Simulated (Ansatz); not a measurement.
Input and output of a one-shot G0W0 calculation on CdS in the zincblende structure (Ansatz 0.2.0, G0W0@PBE with 82 empty bands, a screening cutoff of 80 eV and a 4×4×4 mesh). The cell was relaxed beforehand with r2SCAN.

Input (YAML):
```yaml
crystal:
  lattice:
    - [0.0, 2.939214842, 2.939214842]
    - [2.939214842, 0.0, 2.939214842]
    - [2.939214842, 2.939214842, 0.0]
  atoms:
    - { symbol: Cd, position: [0.0, 0.0, 0.0] }
    - { symbol: S, position: [0.25, 0.25, 0.25] }
kpoints:
  mp_grid: { grid: [4, 4, 4] }
hamiltonian:
  xc: pbe
scf:
  occupations: { method: fixed }
gw:
  n_empty_bands: 82
  ecut_chi: 80
  qp_bands: [v2, c2]
  qp_kpoints: band_edges
  screening: { model: contour_deformation }
```

Run as `ansatz run input.yaml --threads 2 --pin off --max-ram 3686MiB --backend cpu --events-out ev --progress --plain --runs-dir out`. It took 4.8 s on 2 threads of Intel(R) Xeon(R) Platinum 8488C (Sapphire Rapids), on a shared host; peak host memory 0.47 GiB.

Main lines of the log:
```
Pseudopotential: Cd, paw, valence charge 20, recommended cutoff 420 eV (normal)
Pseudopotential: S, paw, valence charge 6, recommended cutoff 420 eV (normal)
Functional definition: PBE
Crystal: 2 atoms, lattice volume = 50.784 Å³
Basis set: ecut = 420 eV, 965 PW (Γ)
Bands: 17, of which v1, the nominal top of the filled ones, is band 13 counted from 1 (12 counted from 0)
Symmetry: 24 space group operations
Space group: F-43m (ITA 216)
k-points: 8 of 64 (time reversal used)
SCF iter   1: HF=-9157.790547 eV  Δρ=6.70e-4  dr2=2.39e-4
preconditioner: auto → none  [insulator: Δε(μ)=1.089 eV  ℏωp=22.1 eV]
SCF iter   2: HF=-9157.791152 eV  Δρ=2.51e-4  dr2=1.92e-5
SCF iter   3: HF=-9157.791170 eV  Δρ=1.12e-4  dr2=2.54e-6
SCF iter   4: HF=-9157.791189 eV  Δρ=3.35e-5  dr2=3.60e-7
SCF iter   5: HF=-9157.791189 eV  Δρ=1.15e-5  dr2=6.55e-8
SCF iter   6: HF=-9157.791189 eV  Δρ=6.64e-6  dr2=1.50e-8
SCF 1 converged in 6 iterations: F = -9157.791189 eV  dr2 = 1.50e-8
SCF converged after 6 iterations
Free energy (F): -9157.791189 eV
Fermi energy:    6.607818 eV
--- Per-component energies (eV) ---
  E_band       = -513.352102
  E_kinetic    = 611.613966
  E_local      = -4046.984396
  E_nonlocal   = 62.169917
  E_hartree    = 1857.087622
  E_xc         = -273.731495
  E_vxc        = -308.885423
  E_paw        = -4683.870158
  E_vpaw       = -545.438771
  E_ewald      = -2684.076661
--- Band table (eV; the first three rows and the last of 8) ---
  k-point 0: bands = […, -1.0539, -0.6070, -0.6070, 6.6078, 6.6078, 6.6078, 7.6917, 13.1227, 13.1227, 13.1227]
  k-point 1: bands = […, -0.8145, -0.6028, -0.6028, 4.1670, 6.2284, 6.2284, 9.3271, 12.8464, 13.6130, 13.6130]
  k-point 2: bands = […, -0.5717, -0.5717, -0.2453, 2.3428, 5.8885, 5.8885, 9.5731, 13.5857, 13.5857, 13.9919]
  k-point 7: bands = […, -0.6432, -0.5987, -0.0111, 2.8133, 4.4425, 4.4999, 11.9233, 12.0312, 13.7715, 14.6368]
--- G₀W₀: contour deformation, 7 samples at zero and on the imaginary axis and 3 off it, 64 q-points, 82 empty bands' worth ---
    ik  band        ε_KS         Σx   Σc(E_QP)       V_xc       Z   E_QP_lin       E_QP  E_QP is
     0    12      6.6078   -20.8451     2.5502   -17.9212  0.7241     6.2263     6.2342  root
     0    13      6.6078   -20.8451     2.5502   -17.9212  0.7241     6.2263     6.2342  root
     0    14      7.6917    -8.4076    -3.6912   -12.3333  0.7606     7.9288     7.9262  root
     0    15     13.1227    -6.3652    -4.4329   -11.2218  0.7449    13.5569    13.5464  root
     1    12      6.2284   -20.2510     2.6198   -17.2145  0.7218     5.8015     5.8118  root
     1    13      6.2284   -20.2510     2.6198   -17.2145  0.7218     5.8015     5.8118  root
     1    14      9.3271    -8.6138    -3.8699   -12.8259  0.7523     9.6756     9.6692  root
     1    15     12.8464    -6.8901    -4.3810   -11.6178  0.7373    13.1999    13.1930  root
     2    12      5.8885   -19.7245     2.6987   -16.5737  0.7189     5.4239     5.4365  root
     2    13      5.8885   -19.7245     2.6987   -16.5737  0.7189     5.4239     5.4365  root
     2    14      9.5731    -8.0062    -4.0100   -12.3801  0.7574     9.9445     9.9370  root
     2    15     13.5857    -6.4980    -4.4406   -11.3256  0.7375    13.9819    13.9727  root
     3    12      5.6307   -19.3826     2.7332   -16.1702  0.7173     5.1368     5.1516  root
     3    13      5.6307   -19.3826     2.7332   -16.1702  0.7173     5.1368     5.1516  root
     3    14     10.1386    -8.8587    -3.8904   -13.0969  0.7451    10.4931    10.4862  root
     3    15     11.4204    -6.7303    -4.1475   -11.2270  0.7557    11.7767    11.7697  root
     6    12      4.8077   -18.1526     2.9348   -14.6711  0.7072     4.2397     4.2611  root
     6    13      4.8077   -18.1526     2.9348   -14.6711  0.7072     4.2397     4.2611  root
     6    14     10.1889    -6.2844    -3.6585   -10.0189  0.7661    10.2651    10.2649  root
     6    15     10.9197    -8.7023    -4.1299   -13.3018  0.7496    11.4031    11.3892  root
     7    12      4.4425   -16.9823     2.8767   -13.5313  0.7043     3.8430     3.8681  root
     7    13      4.4999   -18.8394     3.1014   -15.1473  0.7054     3.8825     3.9092  root
     7    14     11.9233    -9.7550    -4.6895   -15.1199  0.7249    12.6364    12.5987  root
     7    15     12.0312    -7.1785    -3.9161   -11.3091  0.7479    12.2481    12.2457  root
```

The rows of the band table are 0: (0, 0, 0) = Γ, 1: (0, 0, 1/4), 2: (0, 0, -1/2), 7: (1/4, -1/2, -1/4).

The points are ik 0 = (0, 0, 0) (Γ), ik 1 = (0, 0, 1/4), ik 2 = (0, 0, -1/2), ik 3 = (0, 1/4, 1/4), ik 6 = (0, -1/2, -1/2), ik 7 = (1/4, -1/2, -1/4); band 13 is the last filled one.

The quasiparticle gap on this mesh is 1.69 eV (direct at Γ), against 1.08 eV from PBE: +0.61 eV. Renormalisation factors Z lie between 0.70 and 0.77. G0W0 values are finite-basis, finite-mesh values.

The values are computed, spin-unpolarised, and not measurements.

Spin-orbit coupling is left out.

With a shallow d shell on the cation, G0W0 converges slowly in bands and cutoff, so these values are in doubt.
